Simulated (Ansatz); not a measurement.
## Vibrational response of MgO at 25 GPa

Computed with Ansatz, DFT PBEsol, scalar-relativistic, plane waves, PAW. Cutoff 420 eV, 10×10×10 k-points (Γ-centred), fixed occupations. No spin polarisation. Phonons by linear response, acoustic sum rule imposed.

The cell, relaxed at 25 GPa:
```yaml
crystal:
  lattice:
    - [0.00000, 2.02235, 2.02235]
    - [2.02235, 0.00000, 2.02235]
    - [2.02235, 2.02235, 0.00000]
  atoms:
    - { symbol: Mg, position: [0.00000, 0.00000, 0.00000] }
    - { symbol: O, position: [0.50000, 0.50000, 0.50000] }
```

**Question.** Is this structure stable against zone-centre distortions?

**Answer.** Yes, at Γ: no optical mode is imaginary. Strains and other wave vectors aren't tested by this run.

**Question.** List the optical modes at Γ without the LO field (i marks imaginary ones).

**Answer.**
```tsv
frequency (meV)	degeneracy	IR intensity of the level ((D/Å)²/amu)
62.6	3	26.70
```

Cost: 1 run of about 0.099 core-minutes, on Intel Xeon Platinum 8488C (Sapphire Rapids) (shared hosts).